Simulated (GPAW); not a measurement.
Runs of GPAW 26.7.0 on C. It takes space group P6_3/mmc (No. 194, hexagonal). Conventional cell: a = 2.522 Å, b = 2.522 Å, c = 8.237 Å, α = 90.00°, β = 90.00°, γ = 120.00°. C (site symmetry 3m) is surrounded by 4 C at 1.54 Å. C (site symmetry 3m) is surrounded by 4 C at 1.54 Å. This is a hexagonal form of diamond, not graphite.

| task | level | potentials or basis | cell | band path | band points | older calculator (legacy_gpaw) | optimizer | fmax | gap on the mesh (eV) | pressure (GPa) | relaxed volume (Å³/atom) | largest force (eV/Å) |
| --- | --- | --- | --- | --- | --- | --- | --- | --- | --- | --- | --- | --- |
| band structure | rSCAN | GPAW PAW data sets (gpaw-data 1.2.1), pw | as given | GMKGALHA,LM,KH | 60 | - | - | - | (c) | -4.6 | - | 0.36 |
| band structure | optB88-vdW | GPAW PAW data sets (gpaw-data 1.2.1), pw | as given | GMKGALHA,LM,KH | 60 | yes | - | - | 4.62 | - | - | 0.34 |
| relaxation of cell and atoms | SCAN+D4 | GPAW PAW data sets (gpaw-data 1.2.1), pw | relaxed | - | - | - | FIRE | 0.02 eV/Å | 4.99 | -0.2 | 5.58 | 0.01 |
| band structure | WC | PAW data sets generated in the run's folder for this functional, pw | as given | GMKGALHA,LM,KH | 80 | - | - | - | (b) | -4.6 | - | (a) |
| relaxation of cell and atoms | revPBE+D4 | the program's PAW data sets (release 1.2.1) made for this functional, pw | relaxed | - | - | - | BFGS | 0.02 eV/Å | 4.58 | 0.2 | 5.59 | 0.01 |

Alike in all rows: no spin polarisation; k mesh 7 × 7 × 2; cutoff (eV) 800; smearing fermi-dirac 0.05 eV.

**Question.** Estimate the missing entries.

**Answer.** (a) 0.33; (b) 4.32; (c) 4.67.

Caveats: the PAW data sets were made with another functional, which shifts forces and pressure a little (some runs); later steps reuse the first step's grids (some runs); an odd mesh through Γ misses points on the zone boundary, where band edges often lie (some runs).

Runs at the PBE level aren't shown here.
